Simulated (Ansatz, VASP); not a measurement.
## Two plane-wave programs on Rb

```
CELL_PARAMETERS angstrom
-2.76073 2.76073 2.89877
2.76073 -2.76073 2.89877
2.76073 2.76073 -2.89877
ATOMIC_POSITIONS crystal
Rb 0.00000 0.00000 0.00000
```

Alike in both runs: task single point; functional PBE; k mesh 14 × 14 × 14; occupations gaussian, width 0.15 eV; no spin polarisation.

|  | VASP | Ansatz |
| --- | --- | --- |
| version | VASP 6.6.1 | Ansatz 0.2.0 |
| potentials or method | VASP PAW PBE potentials, release 64 (Rb_sv) | scalar-relativistic, plane waves, PAW |
| plane-wave cutoff (eV) | 520 | 420 |
| valence electrons in the cell | 9 | 9 |

```tsv
	VASP	Ansatz	Ansatz less VASP
gap on the k mesh at the Fermi level (eV)	none	none	-
pressure (GPa)	0.1	0.1	0.00
```

A gap of «none» marks a metal or a gap that the smearing closes.
